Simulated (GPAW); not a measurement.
Runs of GPAW 26.7.0 on Ga. The cell holds a slab with vacuum, 6 atoms: a = 2.985 Å, b = 2.985 Å, c = 24.928 Å, α = 90.00°, β = 90.00°, γ = 83.39°. The slab is cut from a database's or a generator's crystal, which needn't be the stable form of the element.

| level | potentials or basis | gap on the mesh (eV) | work function (eV) |
| --- | --- | --- | --- |
| LDA | the program's PAW data sets (release 1.2.1) made for this functional, pw | none | (a) |
| RPBE | the program's PAW data sets (release 1.2.1) made for this functional, pw | none | 3.85 |
| PBE | GPAW PAW data sets (gpaw-data 1.2.1), pw | none | 4.03 |
| PBEsol | PAW data sets generated in the run's folder for this functional, pw | none | (b) |
| r2SCAN | GPAW PAW data sets (gpaw-data 1.2.1), pw | none | 4.35 |

Alike in all rows: task relaxation of the atoms; no spin polarisation; cell atoms relaxed from: the (1 1 0) slab of Ga, cut from the database cell, not relaxed; k mesh 9 × 9 × 1; cutoff (eV) 450; smearing fermi-dirac 0.05 eV.

Q: Fill in the values left out.

A: (a) 4.50; (b) 4.26.

Caveats: later steps reuse the first step's grids.

A k mesh can miss the band edges, and the runs leave out spin-orbit coupling on Ga.

A gap of «none» marks a metal or a gap under the smearing width.
